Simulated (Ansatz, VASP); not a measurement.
**Two plane-wave programs on Pb3O**

INCAR

```
SYSTEM = Pb3O
ALGO     = Normal         ! electronic algorithm
EDIFF    = 1E-6           ! SCF threshold, eV
EDIFFG   = -0.04          ! ionic threshold
ENCUT    = 600            ! plane-wave cutoff, eV
GGA      = PE             ! functional
IBRION   = 2              ! ionic algorithm
ISIF     = 3              ! what is computed and relaxed
ISMEAR   = 0              ! smearing method
LASPH    = .True.         ! aspherical terms in the spheres
LCHARG   = .False.        ! write CHGCAR
LREAL    = .False.        ! projectors in reciprocal space
LWAVE    = .False.        ! write WAVECAR
NELM     = 100            ! most SCF steps
NSW      = 90             ! ionic steps
PREC     = Accurate       ! precision mode
SIGMA    = 0.1            ! smearing width, eV
```

The input KPOINTS:

```
k-points
0
Gamma
  4 4 4
  0 0 0
```

File POSCAR:

```
Pb3O
1.0
   -3.1104877500      3.1104877500      3.1104877500
    3.1104877500     -3.1104877500      3.1104877500
    3.1104877500      3.1104877500     -3.1104877500
Pb O
3 1
Direct
    0.0000000000      0.5000000000      0.5000000000
    0.5000000000      0.0000000000      0.5000000000
    0.5000000000      0.5000000000      0.0000000000
    0.0000000000      0.0000000000      0.0000000000
```

Input for Ansatz:

```yaml
crystal:
  lattice:
    - [-3.11048775, 3.11048775, 3.11048775]
    - [3.11048775, -3.11048775, 3.11048775]
    - [3.11048775, 3.11048775, -3.11048775]
  atoms:
    - { symbol: Pb, position: [0.0, 0.5, 0.5] }
    - { symbol: Pb, position: [0.5, 0.0, 0.5] }
    - { symbol: Pb, position: [0.5, 0.5, 0.0] }
    - { symbol: O, position: [0.0, 0.0, 0.0] }
basis:
  ecutwfc: 420
kpoints:
  mp_grid: { grid: [4, 4, 4] }
hamiltonian:
  xc: pbe
scf:
  occupations: { method: gaussian, width: 0.1 }
  lower_state_search: "off"
output:
  forces: true
  stress: true
  eigenvalues: true
relax:
  adjacent_minimum: "off"
  f_tol: 0.04
  max_steps: 70
  cell: { stress_tol: 0.4 }
```

Alike in both runs: task relaxation of cell and atoms; functional PBE; k mesh 4 × 4 × 4; occupations gaussian, width 0.1 eV; no spin polarisation.

|  | VASP | Ansatz |
| --- | --- | --- |
| version | VASP 6.6.1 | Ansatz 0.2.0 |
| potentials or method | VASP PAW PBE potentials, release 64 (Pb_d, O) | scalar-relativistic, plane waves, PAW |
| plane-wave cutoff (eV) | 600 | 420 |
| valence electrons in the cell | 48 | 48 |

Ansatz gave:

| Item | Value |
| --- | --- |
| gap on the k mesh at the Fermi level, each at its own relaxed structure (eV) | none |
| relaxed volume (Å³/atom) | 27.46 |
| relaxed cell length with the largest relative difference (Å) | 5.225 |
| energy change over the relaxation (meV/atom) | -30 |

Task: What did VASP give for the same quantities?

Result: gap on the k mesh at the Fermi level, each at its own relaxed structure (eV): none; relaxed volume (Å³/atom): 27.44; relaxed cell length with the largest relative difference (Å): 5.224; energy change over the relaxation (meV/atom): -31.

A gap of «none» marks a metal or a gap that the smearing closes.

Spin-orbit coupling is left out, which matters for the levels of Pb.
